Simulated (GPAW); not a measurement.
The system is WC (Qusongite).

```
W C
1.0
     2.90650    0.00000    0.00000
    -1.45325    2.51710    0.00000
     0.00000    0.00000    2.83660
W C
1 1
Direct
  0.00000 0.00000 0.00000
  0.66667 0.33333 0.50000
```

Base run:

```yaml
Program: GPAW 26.7.0
Functional: r2SCAN
Potentials_or_basis: GPAW PAW data sets (gpaw-data 1.2.1)
Cutoff: 650 eV
Basis: pw
k_mesh: 8 × 8 × 8
Occupations: fermi-dirac, width 0.05 eV
Spin: no spin polarisation
```

Its results: band gap on the k mesh none (metal or under the smearing width); pressure 1.0 GPa.

Q: The run is repeated on the same cell with these changes: functional from r2SCAN to PBE; cutoff from 650 eV to 600 eV. What comes out?

A: Band gap on the k mesh none (metal or under the smearing width); pressure 5.4 GPa.

Caveats: the cutoff is short for stress and forces, so pressures can be off by a GPa or more; the PAW data sets were made with another functional, which shifts forces and pressure a little (some runs).
